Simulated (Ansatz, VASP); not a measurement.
**B: VASP beside Ansatz**

INCAR

```
PREC = Accurate ; ENCUT = 520
EDIFF = 1E-6 ; ISMEAR = 0
SIGMA = 0.15 ; LREAL = False
LASPH = True ; NELM = 100
ALGO = Fast ; ISIF = 2
LWAVE = False ; LCHARG = False
GGA = PE ; IVDW = 12
NBANDS = 8
```

The input KPOINTS:

```
regular mesh
0
Gamma
  33 33 14
```

The input POSCAR:

```
B
1.0
    1.7024335758      0.0000000000      0.0000000000
   -0.8512167879      1.5296388771      0.0000000000
    0.0000000000      0.0000000000      3.6354228500
B
1
Direct
    0.0000000000      0.0000000000      0.0000000000
```

Input for Ansatz:

```yaml
crystal:
  lattice:
    - [1.7024335758, 0.0, 0.0]
    - [-0.8512167879, 1.5296388771, 0.0]
    - [0.0, 0.0, 3.63542285]
  atoms:
    - { symbol: B, position: [0.0, 0.0, 0.0] }
basis:
  ecutwfc: 420
kpoints:
  mp_grid: { grid: [33, 33, 14] }
hamiltonian:
  xc: pbe
  dispersion: d3bj
scf:
  occupations: { method: gaussian, width: 0.15 }
output:
  forces: true
  stress: true
  eigenvalues: true
```

Change from the starting cell: strain +0.0375 x Voigt [0, 1, 0, 0, 0, 0], atoms carried along.

Alike in both runs: task single point; functional PBE; dispersion D3(BJ); k mesh 33 × 33 × 14; occupations gaussian, width 0.15 eV; no spin polarisation.

```csv
,VASP,Ansatz
version,VASP 6.6.1,Ansatz 0.2.0
potentials or method,"VASP PAW PBE potentials, release 64 (B)","scalar-relativistic, plane waves, PAW"
plane-wave cutoff (eV),520,420
valence electrons in the cell,3,3
```

```tsv
	VASP	Ansatz	Ansatz less VASP
gap on the k mesh at the Fermi level (eV)	none	none	-
pressure (GPa)	-8.3	-8.2	+0.09
largest component of the traceless stress (GPa)	8.54	8.45	-0.097
```

A gap of «none» marks a metal or a gap that the smearing closes.

Caveats: pairwise dispersion overbinds metals, which lowers pressure and volume.
